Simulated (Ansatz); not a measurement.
Density of states of CoO (Fm-3m, a = 4.248 Å, b = 4.248 Å, c = 4.248 Å, α = 90.00°, β = 90.00°, γ = 90.00°), in states per eV and primitive cell, averaged over bins of 0.3 eV. Method: Ansatz 0.2.0, DFT PBE, scalar-relativistic, plane waves, PAW.

Cutoff 420 eV; k points 16×16×16 on the computed 2-atom cell (Γ-centred); Gaussian smearing, width 0.10 eV; collinear spin from starting moments 2.74 0.35 μB.

The cell is relaxed at this level. The states (both spins) are summed by tetrahedra on a 24×24×24 mesh at the self-consistent density. Energies are bin centres; the table starts no lower than −8 eV and ends at 6 eV, or lower where the solved bands end.

It is a metal at this level.

| E − E_F (eV) | total | Co 3d down | Co 3d up | O 2p up | O 2p down | Co 4s down | Co 4s up |
| --- | --- | --- | --- | --- | --- | --- | --- |
| -7.90 | 0.22 | 0.00 | 0.04 | 0.14 | 0.00 | 0.00 | 0.04 |
| -7.60 | 0.49 | 0.01 | 0.07 | 0.25 | 0.06 | 0.02 | 0.06 |
| -7.30 | 1.06 | 0.03 | 0.17 | 0.54 | 0.15 | 0.04 | 0.12 |
| -7.00 | 1.34 | 0.05 | 0.16 | 0.69 | 0.25 | 0.06 | 0.09 |
| -6.70 | 1.18 | 0.09 | 0.08 | 0.34 | 0.50 | 0.11 | 0.03 |
| -6.40 | 1.46 | 0.10 | 0.08 | 0.24 | 0.85 | 0.11 | 0.01 |
| -6.10 | 2.08 | 0.05 | 0.66 | 0.99 | 0.29 | 0.03 | 0.01 |
| -5.80 | 2.17 | 0.03 | 0.80 | 1.07 | 0.20 | 0.02 | 0.01 |
| -5.50 | 1.60 | 0.08 | 0.42 | 0.63 | 0.41 | 0.02 | 0.01 |
| -5.20 | 1.44 | 0.12 | 0.29 | 0.47 | 0.51 | 0.01 | 0.00 |
| -4.90 | 1.49 | 0.20 | 0.21 | 0.36 | 0.68 | 0.01 | 0.00 |
| -4.60 | 2.52 | 0.54 | 0.13 | 0.27 | 1.53 | 0.01 | 0.00 |
| -4.30 | 1.33 | 0.25 | 0.06 | 0.09 | 0.90 | 0.01 | 0.00 |
| -4.00 | 0.86 | 0.14 | 0.04 | 0.04 | 0.63 | 0.00 | 0.00 |
| -3.70 | 0.48 | 0.07 | 0.09 | 0.03 | 0.28 | 0.00 | 0.00 |
| -3.40 | 0.48 | 0.03 | 0.25 | 0.04 | 0.15 | 0.00 | 0.00 |
| -3.10 | 1.07 | 0.01 | 0.91 | 0.06 | 0.08 | 0.00 | 0.00 |
| -2.80 | 2.09 | 0.00 | 1.95 | 0.08 | 0.03 | 0.00 | 0.01 |
| -2.50 | 2.94 | 0.00 | 2.79 | 0.11 | 0.00 | 0.00 | 0.01 |
| -2.20 | 1.82 | 0.03 | 1.56 | 0.18 | 0.00 | 0.00 | 0.02 |
| -1.90 | 3.99 | 0.11 | 3.13 | 0.62 | 0.01 | 0.00 | 0.06 |
| -1.60 | 1.24 | 0.22 | 0.64 | 0.31 | 0.02 | 0.00 | 0.01 |
| -1.30 | 1.30 | 0.39 | 0.51 | 0.32 | 0.03 | 0.00 | 0.01 |
| -1.00 | 1.52 | 0.68 | 0.43 | 0.32 | 0.05 | 0.00 | 0.01 |
| -0.70 | 1.77 | 0.96 | 0.37 | 0.32 | 0.07 | 0.00 | 0.00 |
| -0.40 | 2.30 | 1.49 | 0.34 | 0.33 | 0.10 | 0.01 | 0.00 |
| -0.10 | 3.74 | 2.95 | 0.29 | 0.30 | 0.17 | 0.01 | 0.00 |
| 0.20 | 2.73 | 2.53 | 0.00 | 0.01 | 0.17 | 0.01 | 0.00 |
| 0.50 | 0.35 | 0.32 | 0.00 | 0.00 | 0.02 | 0.01 | 0.00 |
| 0.80 | 0.78 | 0.69 | 0.00 | 0.00 | 0.05 | 0.02 | 0.00 |
| 1.10 | 1.37 | 1.17 | 0.00 | 0.00 | 0.10 | 0.03 | 0.00 |
| 1.40 | 1.00 | 0.79 | 0.00 | 0.00 | 0.13 | 0.02 | 0.01 |
| 1.70 | 0.95 | 0.72 | 0.00 | 0.00 | 0.17 | 0.02 | 0.01 |
| 2.00 | 0.85 | 0.60 | 0.00 | 0.00 | 0.18 | 0.01 | 0.01 |
| 2.30 | 0.78 | 0.53 | 0.00 | 0.00 | 0.20 | 0.01 | 0.01 |
| 2.60 | 0.64 | 0.41 | 0.00 | 0.01 | 0.18 | 0.01 | 0.02 |
| 2.90 | 0.06 | 0.00 | 0.00 | 0.01 | 0.00 | 0.01 | 0.02 |
| 3.20 | 0.07 | 0.00 | 0.00 | 0.01 | 0.01 | 0.01 | 0.02 |
| 3.50 | 0.09 | 0.00 | 0.00 | 0.01 | 0.01 | 0.02 | 0.03 |
| 3.80 | 0.10 | 0.00 | 0.00 | 0.01 | 0.01 | 0.02 | 0.04 |
| 4.10 | 0.13 | 0.00 | 0.00 | 0.02 | 0.01 | 0.02 | 0.04 |
| 4.40 | 0.15 | 0.00 | 0.00 | 0.02 | 0.01 | 0.03 | 0.05 |
| 4.70 | 0.19 | 0.00 | 0.00 | 0.03 | 0.02 | 0.04 | 0.07 |
| 5.00 | 0.26 | 0.00 | 0.00 | 0.03 | 0.02 | 0.05 | 0.08 |
| 5.30 | 0.34 | 0.00 | 0.00 | 0.03 | 0.03 | 0.06 | 0.09 |
| 5.60 | 0.39 | 0.01 | 0.00 | 0.03 | 0.03 | 0.07 | 0.10 |

The columns after the total are the main Löwdin projections on the occupied valence shells of the potentials; 2 others are left out. The rest of the total lies in those, in shells that are empty in the free atom, which aren't projected, and between the atoms.

The cell holds one magnetic atom, so it can only be ferromagnetic; an antiferromagnetic order may lie lower.

Only this magnetic start was tried.